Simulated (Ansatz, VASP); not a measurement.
**TaN: VASP beside Ansatz**

The input INCAR:

```
SYSTEM = TaN
ALGO = Normal
EDIFF = 1E-7
ENCUT = 520
GGA = PE
ISIF = 2
ISMEAR = -1
LASPH = .True.
LCHARG = .False.
LREAL = .False.
LWAVE = .False.
NBANDS = 15
NELM = 60
PREC = Accurate
SIGMA = 0.02
```

KPOINTS

```
k-points
0
Gamma
  9 9 9
  0 0 0
```

File POSCAR:

```
TaN
1.0
    0.0000000000      2.1717123202      2.1717123202
    2.1717123202      0.0000000000      2.1717123202
    2.1717123202      2.1717123202      0.0000000000
Ta N
1 1
Direct
    0.5000000000      0.5000000000      0.5000000000
    0.0000000000      0.0000000000      0.0000000000
```

Input for Ansatz:

```yaml
crystal:
  lattice:
    - [0.0, 2.1717123202, 2.1717123202]
    - [2.1717123202, 0.0, 2.1717123202]
    - [2.1717123202, 2.1717123202, 0.0]
  atoms:
    - { symbol: Ta, position: [0.5, 0.5, 0.5] }
    - { symbol: "N", position: [0.0, 0.0, 0.0] }
kpoints:
  mp_grid: { grid: [9, 9, 9] }
  band_path:
    path:
      - [0.0, 0.0, 0.0]
      - [0.5, 0.0, 0.5]
      - [0.625, 0.25, 0.625]
      - [0.375, 0.375, 0.75]
      - [0.0, 0.0, 0.0]
      - [0.5, 0.5, 0.5]
      - [0.5, 0.25, 0.75]
      - [0.5, 0.0, 0.5]
    npoints: 5
scf:
  occupations: { method: fermi_dirac, width: 0.02 }
hamiltonian:
  xc: pbe
  pseudopotentials: { kind: all_electron, lapw: { basis_error: 0.0005 } }
output:
  forces: true
  stress: true
  eigenvalues: true
```

Change from the starting cell: volume scaled by 0.99.

Alike in both runs: task single point; functional PBE; k mesh 9 × 9 × 9; occupations fermi-dirac, width 0.02 eV; no spin polarisation.

|  | VASP | Ansatz |
| --- | --- | --- |
| version | VASP 6.6.1 | Ansatz 0.2.0 |
| potentials or method | VASP PAW PBE potentials, release 64 (Ta_pv, N) | all-electron LAPW, scalar-relativistic |
| plane-wave cutoff (eV) | 520 | see its input |

```csv
,VASP,Ansatz,Ansatz less VASP
pressure (GPa),19.5,18.5,-1.01
```

Ansatz ran all-electron here, so the differences hold the error of VASP's frozen core and of both bases.

Caveats: so large a pressure means that the cell lies far from this level's equilibrium, or that cutoff or potentials fall short (VASP). The runs have no spin-orbit coupling, so splittings on Ta are missing.
